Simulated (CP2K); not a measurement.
Wanted: the native input for a CP2K 2026.2 run.

```
Task                                     : band structure
Functional                               : rev-vdW-DF2
Potentials or basis                      : POTENTIAL_UZH Mg GTH-PBE-q10, O GTH-PBE-q6; TZVP-MOLOPT-PBE-GTH basis
Density cutoff                           : 19048 eV
k mesh                                   : 11 × 11 × 11
Occupations                              : fermi-dirac, width 0.05 eV
Spin                                     : no spin polarisation
SCF solver                               : diagonalisation with k points
Quickstep method                         : GPW
EPS_DEFAULT                              : 1.0E-9
EPS_SCF                                  : 1.0E-6
MAX_SCF                                  : 100
SCF_GUESS                                : ATOMIC
k points reduced by the point group      : yes
Mesh centred on Gamma                    : yes
CHOLESKY                                 : OFF
EPS_EIGVAL                               : 1.0E-7
MIXING METHOD                            : BROYDEN_MIXING
MIXING ALPHA                             : 0.4
NBUFFER                                  : 8
NGRIDS                                   : 4
Basis sets                               : Mg TZVP-MOLOPT-PBE-GTH-q10, O TZVP-MOLOPT-PBE-GTH-q6
Potentials                               : Mg GTH-PBE-q10 of POTENTIAL_UZH, O GTH-PBE-q6 of POTENTIAL_UZH
ADDED_MOS                                : [10]
Points a segment of the path (NPOINTS)   : 6
Bands added on the path                  : 6
REL_CUTOFF (Ry)                          : 60 Ry
MIXING BETA (1/bohr)                     : 1.5 1/bohr
CUTOFF of the grids                      : 1400 Ry
Cutoff of the non-local correlation (Ry) : 300
```

MgO:

```
Mg O
1.0
     2.96561    0.00000    0.00000
     1.48280    2.56829    0.00000
     1.48280    0.85610    2.42141
Mg O
1 1
Cartesian
  0.0000 0.0000 0.0000
  2.9656 1.7122 1.2107
```

The cell is a database's computed one.

One way to write it, as run:

mgo_bands.inp

```
&GLOBAL
  PROJECT mgo_bands
  RUN_TYPE ENERGY_FORCE
  PRINT_LEVEL LOW
&END GLOBAL
&FORCE_EVAL
  METHOD QS
  STRESS_TENSOR ANALYTICAL
  &DFT
    BASIS_SET_FILE_NAME BASIS_MOLOPT_UZH
    POTENTIAL_FILE_NAME POTENTIAL_UZH
    &MGRID
      CUTOFF 1400
      REL_CUTOFF 60
      NGRIDS 4
    &END MGRID
    &QS
      METHOD GPW
      EPS_DEFAULT 1.0E-9
    &END QS
    &KPOINTS
      SCHEME MONKHORST-PACK 11 11 11
      GAMMA_CENTERED T
      SYMMETRY T
      SYMMETRY_BACKEND SPGLIB
    &END KPOINTS
    &SCF
      SCF_GUESS ATOMIC
      EPS_SCF 1.0E-6
      MAX_SCF 100
      ADDED_MOS 10
      CHOLESKY OFF
      EPS_EIGVAL 1.0E-7
      &DIAGONALIZATION ON
        ALGORITHM STANDARD
      &END DIAGONALIZATION
      &MIXING ON
        METHOD BROYDEN_MIXING
        ALPHA 0.4
        BETA 1.5
        NBUFFER 8
      &END MIXING
      &SMEAR ON
        METHOD FERMI_DIRAC
        ELECTRONIC_TEMPERATURE [K] 580.226
      &END SMEAR
    &END SCF
    &XC
      &XC_FUNCTIONAL
        &GGA_X_B86_R
        &END GGA_X_B86_R
        &LDA_C_PW
        &END LDA_C_PW
      &END XC_FUNCTIONAL
      &VDW_POTENTIAL
        POTENTIAL_TYPE NON_LOCAL
        &NON_LOCAL
          TYPE LMKLL
          KERNEL_FILE_NAME vdW_kernel_table.dat
          CUTOFF 300
        &END NON_LOCAL
      &END VDW_POTENTIAL
    &END XC
    &PRINT
      &KPOINTS ON
      &END KPOINTS
      &MULLIKEN ON
      &END MULLIKEN
      &MO ON
        ENERGIES T
        OCCUPATION_NUMBERS T
        &EACH
          QS_SCF 0
        &END EACH
        ADD_LAST NUMERIC
      &END MO
      &BAND_STRUCTURE
        FILE_NAME bands.bs
        ADDED_MOS 6
        &KPOINT_SET
          UNITS B_VECTOR
          NPOINTS 6
          SPECIAL_POINT GAMMA 0.00000000 0.00000000 0.00000000
          SPECIAL_POINT X 0.50000000 0.00000000 0.50000000
          SPECIAL_POINT W 0.50000000 0.25000000 0.75000000
          SPECIAL_POINT K 0.37500000 0.37500000 0.75000000
          SPECIAL_POINT GAMMA 0.00000000 0.00000000 0.00000000
          SPECIAL_POINT L 0.50000000 0.50000000 0.50000000
          SPECIAL_POINT U 0.62500000 0.25000000 0.62500000
          SPECIAL_POINT W 0.50000000 0.25000000 0.75000000
          SPECIAL_POINT L 0.50000000 0.50000000 0.50000000
          SPECIAL_POINT K 0.37500000 0.37500000 0.75000000
        &END KPOINT_SET
        &KPOINT_SET
          UNITS B_VECTOR
          NPOINTS 6
          SPECIAL_POINT U 0.62500000 0.25000000 0.62500000
          SPECIAL_POINT X 0.50000000 0.00000000 0.50000000
        &END KPOINT_SET
      &END BAND_STRUCTURE
    &END PRINT
  &END DFT
  &SUBSYS
    &CELL
      ABC 2.9656078099 2.9656078098 2.9656078098
      ALPHA_BETA_GAMMA 59.9999999996 60.0000000004 60.0000000005
      PERIODIC XYZ
    &END CELL
    &COORD
      SCALED
      Mg  0.0000000000 0.0000000000 0.0000000000
      O   0.5000000000 0.5000000000 0.5000000000
    &END COORD
    &KIND Mg
      BASIS_SET TZVP-MOLOPT-PBE-GTH-q10
      POTENTIAL GTH-PBE-q10
    &END KIND
    &KIND O
      BASIS_SET TZVP-MOLOPT-PBE-GTH-q6
      POTENTIAL GTH-PBE-q6
    &END KIND
    &PRINT
      &ATOMIC_COORDINATES ON
      &END ATOMIC_COORDINATES
      &CELL ON
      &END CELL
      &SYMMETRY ON
      &END SYMMETRY
    &END PRINT
  &END SUBSYS
  &PRINT
    &FORCES ON
    &END FORCES
    &STRESS_TENSOR ON
    &END STRESS_TENSOR
  &END PRINT
&END FORCE_EVAL
```

Potentials or basis: POTENTIAL_UZH Mg GTH-PBE-q10, O GTH-PBE-q6; TZVP-MOLOPT-PBE-GTH basis.

Run with:

```console
$ OMP_NUM_THREADS=1 cp2k.psmp -i mgo_bands.inp -o mgo_bands.out
```

Results of the run:

The pressure is 8.3 GPa, the band gap on the k mesh is 4.84 eV, direct and the band gap along the path is 4.84 eV, direct. The mulliken charges are Mg +2.00; O -2.00 e.

Caveat: Mulliken charges move with the basis; the potentials were made for another functional, which shifts forces and pressure; the basis of atomic orbitals isn't converged, which shifts pressures, moduli and gaps; the real-space grid breaks the cell's symmetry a little.

Run time: 45 s on 1 thread of Arm Neoverse V1 (shared host), peak memory 0.44 GiB.
